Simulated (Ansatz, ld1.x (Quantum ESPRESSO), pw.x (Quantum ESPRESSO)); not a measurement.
# Equation-of-state test of one TM potential (palladium)

* Element: palladium
* Generator: ld1.x (Quantum ESPRESSO) 7.5
* Type: norm-conserving Troullier–Martins (Kleinman–Bylander form)
* Functional: PBE
* Relativity: scalar-relativistic
* Frozen core: [Kr]
* Valence charge: 10
* Reference configuration: 4d10 5s0 5p0
* Partial waves: 5s (bound, empty): rc 2.50 bohr; 4d (bound): rc 1.68 bohr; 5p (bound, empty): rc 3.90 bohr
* Local potential: the p channel
* Core correction: none

Atomic tests: cutoffs needed: 60 Ry and 90 Ry (the cutoffs (Ry, on a coarse ladder) from which the occupation-weighted sum of valence levels, in a spherical-Bessel basis at the reference potential, stays within 10 and 1 mRy of its value at 400 Ry); ghost test: no extra level below or beside the all-electron valence levels (s, d, p, f tested) (spherical-Bessel basis up to 400 Ry, 20 bohr box); configuration tests: 1 of 7 tests not solved or not reliable.

Crystal test: bcc Pd in pw.x 7.5, no spin, 15³ k-points, Fermi–Dirac smearing 0.01 Ry, cutoffs 110/440 Ry. The reference is all-electron LAPW (Ansatz 0.2.0) with the same functional, mesh and smearing; V0 and B0 come from Birch–Murnaghan fits to the pressures at five volumes. Errors are pseudo minus all-electron; Δ is the rms difference of the E(V) curves that follow from these fits, minima aligned, over ±6 % about the mean V0. Mesh and smearing are coarse, so the numbers serve the comparison and aren't converged zero-temperature values; the lattice is a test structure that the element need not adopt.

```tsv
V (Å³/atom)	P all-electron (GPa)	P pseudo (GPa)
14.737	9.15	10.27
15.125	4.05	4.82
15.513	-0.29	0.21
15.901	-3.96	-3.67
16.289	-7.08	-6.93
```

All-electron: a0 = 3.140 Å (V0 = 15.49 Å³/atom), B0 = 161.1 GPa.

Pseudopotential: mean pressure error (GPa): +0.57; a0 (Å): 3.144; a0 error (%): +0.10; B0 error (%): +4.1; Δ (meV/atom): 2.0. The largest radius (3.90 bohr) exceeds half the bond length (2.57 bohr), so the spheres overlap, which is one possible source of error among others. Atomic configuration tests: 1 of 7 tests not solved or not reliable. The logarithmic derivative shows an extra or strongly shifted pseudo pole above the reference energy (s near 0.54 Ry).

Task: At the middle volume, how do free energy and pressure move when the wave cutoff is lowered (ecutrho kept at four times it)?

Result:

| cutoff (Ry) | shift of F (meV/atom) | shift of P (GPa) |
| --- | --- | --- |
| 50 | +700.8 | -48.85 |
| 66 | +20.8 | -1.34 |
| 88 | +9.2 | -0.19 |

The run at the middle volume (120 k-points, 6 iterations) took about 24 s on one core of a shared host (Neoverse-V1, 32 threads, 247 GiB, load 11).
